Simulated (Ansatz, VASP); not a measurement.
MgS in VASP and in Ansatz

POSCAR

```
MgS
1.0
    0.0000000000      2.8308768412      2.8308768412
    2.8308768412      0.0000000000      2.8308768412
    2.8308768412      2.8308768412      0.0000000000
Mg S
1 1
Direct
    0.0000000000      0.0000000000      0.0000000000
    0.2500000000      0.2500000000      0.2500000000
```

INCAR.step1

```
SYSTEM = MgS
PREC     = Accurate       ! precision mode
ENCUT    = 520            ! plane-wave cutoff, eV
ISMEAR   = 0              ! smearing method
SIGMA    = 0.01           ! smearing width, eV
LREAL    = .False.        ! projectors in reciprocal space
LASPH    = .True.         ! aspherical terms in the spheres
NELM     = 100            ! most SCF steps
NBANDS   = 11             ! bands
GGA      = PE             ! functional
ALGO     = Normal         ! electronic algorithm
EDIFF    = 1E-4           ! SCF threshold, eV
LWAVE    = .True.         ! write WAVECAR
LCHARG   = .False.        ! write CHGCAR
```

The input INCAR.step2:

```
SYSTEM = MgS
PREC     = Accurate       ! precision mode
ENCUT    = 520            ! plane-wave cutoff, eV
EDIFF    = 1E-6           ! SCF threshold, eV
ISMEAR   = 0              ! smearing method
SIGMA    = 0.01           ! smearing width, eV
LREAL    = .False.        ! projectors in reciprocal space
LASPH    = .True.         ! aspherical terms in the spheres
NELM     = 100            ! most SCF steps
ALGO     = Normal         ! electronic algorithm
ISIF     = 2              ! what is computed and relaxed
LWAVE    = .False.        ! write WAVECAR
LCHARG   = .True.         ! write CHGCAR
METAGGA  = R2SCAN         ! meta-GGA
LMIXTAU  = .True.       
LELF     = .True.         ! ELF
LVHAR    = .True.       
NBANDS   = 11             ! bands
ISTART   = 1
```

File KPOINTS:

```
Automatic mesh
0
Gamma
  8 8 8
  0 0 0
```

Input for Ansatz:

```yaml
crystal:
  lattice:
    - [0.0, 2.8308768412, 2.8308768412]
    - [2.8308768412, 0.0, 2.8308768412]
    - [2.8308768412, 2.8308768412, 0.0]
  atoms:
    - { symbol: Mg, position: [0.0, 0.0, 0.0] }
    - { symbol: S, position: [0.25, 0.25, 0.25] }
kpoints:
  mp_grid: { grid: [8, 8, 8] }
  band_path:
    path:
      - [0.0, 0.0, 0.0]
      - [-0.5, -0.5, 0.0]
      - [-0.375, -0.375, 0.25]
      - [-0.375, 0.0, 0.375]
      - [0.0, 0.0, 0.5]
      - [-0.5, -0.25, 0.25]
    npoints: 1
hamiltonian:
  xc: r2scan
scf:
  occupations: { method: fixed }
  n_extra_bands: 4
output:
  forces: true
  stress: true
  eigenvalues: true
```

The cell was built by a generator and needn't be a form met in nature.

Alike in both runs: task single point; functional r2SCAN; k mesh 8 × 8 × 8; no spin polarisation.

|  | VASP | Ansatz |
| --- | --- | --- |
| version | VASP 6.6.1 | Ansatz 0.2.0 |
| potentials or method | VASP PAW PBE potentials, release 64 (Mg, S) | plane waves, PAW |
| plane-wave cutoff (eV) | 520 | 500 |
| occupations | gaussian, width 0.01 eV | fixed |
| valence electrons in the cell | 8 | 16 |

Ansatz gave:

```
gap on the k mesh at the Fermi level (eV) : 4.14
pressure (GPa)                            : 0.0
```

Question: Estimate VASP's values.

Answer: gap on the k mesh at the Fermi level (eV): 4.13; pressure (GPa): -0.3.

The two sets of potentials don't hold the same shells in valence.

Caveats: the PAW data sets were made with another functional, which shifts forces and pressure a little (VASP). r2SCAN opens gaps a little over a GGA but as a rule still falls short of measured ones. A k mesh can miss the band edges.
